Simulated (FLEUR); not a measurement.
Runs of FLEUR MaX-R8.1 (later development tree) on ZnSe (Stilleite). It takes space group F-43m (No. 216, cubic). The conventional cell has a = 5.668 Å, b = 5.668 Å, c = 5.668 Å, α = 90.00°, β = 90.00°, γ = 90.00°. Se (site symmetry -43m) has 4 Zn at 2.45 Å as nearest neighbours. Around Zn (site symmetry -43m) lie 4 Se at 2.45 Å. 

```csv
task,level,k mesh,gmax,muffin-tin radii,max iterations,mixing factor,mixer,kmax,mesh quality,gap on the mesh (eV)
band structure,r2SCAN,8 × 8 × 8,14.1 1/bohr,"Se 2.15, Zn 2.15 bohr",80,0.05,Anderson,4.56 1/bohr,not flagged,1.88
single point,PBEsol,8 × 8 × 8,14.6 1/bohr,"Se 2.08, Zn 2.08 bohr",60,0.05,Anderson,4.71 1/bohr,not flagged,1.17
band structure,LDA,8 × 8 × 8,14.1 1/bohr,"Se 2.15, Zn 2.15 bohr",60,0.05,Anderson,4.56 1/bohr,not flagged,1.03
single point,HSE06,4 × 4 × 4,14.1 1/bohr,"Se 2.15, Zn 2.15 bohr",30,0.05,Anderson,4.56 1/bohr,coarse,(a)
band structure,PBEsol,8 × 8 × 8,14.1 1/bohr,"Se 2.15, Zn 2.15 bohr",60,0.05,Anderson,4.56 1/bohr,not flagged,1.17
```

Alike in all rows: potentials or basis all-electron, FLAPW; no spin polarisation; cell as given; smearing fermi-dirac 0.05 eV.

Estimate the missing entries.

(a) 2.44.

Caveats: some runs use coarse meshes; the meta-GGA is that of a development version, with a GGA for the radial functions and cores and without core tails (some runs); core states are solved in the semilocal potential (some runs).

A k mesh can miss the band edges, and the runs leave out spin-orbit coupling on Se.

The runs were made with more than one version of the program.
